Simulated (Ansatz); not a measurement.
## MoP: zone-centre modes at 40 GPa

The calculation used Ansatz, DFT PBE, scalar-relativistic, plane waves, PAW. Cutoff 420 eV, 18×18×14 k-points (Γ-centred), Fermi-Dirac smearing of 0.15 eV. No spin polarisation. Phonons by linear response, acoustic sum rule imposed.

The cell, relaxed at 40 GPa:
```xyz
2
Lattice="3.0662 0.0000 0.0000 -1.5331 2.6554 0.0000 0.0000 0.0000 3.1118" Properties=species:S:1:pos:R:3 pbc="T T T"
Mo    0.0000    0.0000    0.0000
P     0.0000    1.7703    1.5559
```

In a metal, frequencies and elastic constants depend on the k mesh and the smearing, soft modes and shear constants most. Other phases may be more stable at this pressure.

Optical modes at Γ; i marks an imaginary frequency:
```csv
frequency (THz),degeneracy
14.14,2
15.04,1
```

All 3 optical modes at Γ are real: no displacement of atoms at fixed cell lowers the energy to second order. Strains and modes at other wave vectors aren't tested by this run.

Cost: 1 run of about 3.6 core-minutes, on Intel Xeon Processor @ 2.50GHz (Skylake/Cascade Lake) (shared hosts).